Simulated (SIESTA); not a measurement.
**I under changes of volume**

One of the cells (45.702 Å³/atom); the others are scaled copies at fixed shape and fractional positions:

```
CELL_PARAMETERS angstrom
2.55516 -3.73117 0.00000
2.55516 3.73117 0.00000
-1.63161 0.00000 2.39687
ATOMIC_POSITIONS crystal
I 0.50000 0.50000 0.50000
```

| Item | Value |
| --- | --- |
| Program | SIESTA 5.4.2 |
| Functional | PBE |
| Potentials or basis | PseudoDojo 0.4 standard (PBE files) |
| Basis | DZP (energy shift 0.002 Ry) |
| Grid cutoff | 500 Ry |
| Energy shift | 0.002 Ry |
| k mesh | 7 × 7 × 11 |
| Occupations | fermi-dirac, width 0.05 eV |
| Spin | no spin polarisation |

```tsv
volume (Å³/atom)	energy over the lowest point (meV/atom)	pressure (GPa)
42.118	55.91	3.5
43.014	38.84	2.8
43.910	25.46	2.2
45.702	?	?
46.598	2.81	0.8
47.494	0.00	0.5
```

What does the run at 45.702 Å³/atom give?

Energy over the lowest point 7.79 meV/atom; pressure 1.2 GPa.

Worked out: A Birch-Murnaghan fit of order 3 (a polynomial in V^(-2/3)) to the other rows has its minimum at 48.43 Å³/atom, just outside them, with B0 = V·E''(V) = 15.8 GPa and B' = 6.2 at fixed shape and positions, which overstates the stiffness. It gives 7.79 meV/atom at 45.702 Å³/atom, against the run's 7.79, and -dE/dV = 1.1 GPa, against 1.2.

Energies are extrapolated to zero smearing.

Caveats: the basis of atomic orbitals isn't converged, which shifts pressures, moduli and gaps; an odd number of electrons without spin polarisation forces a metal; a magnetic or distorted state may lie lower.
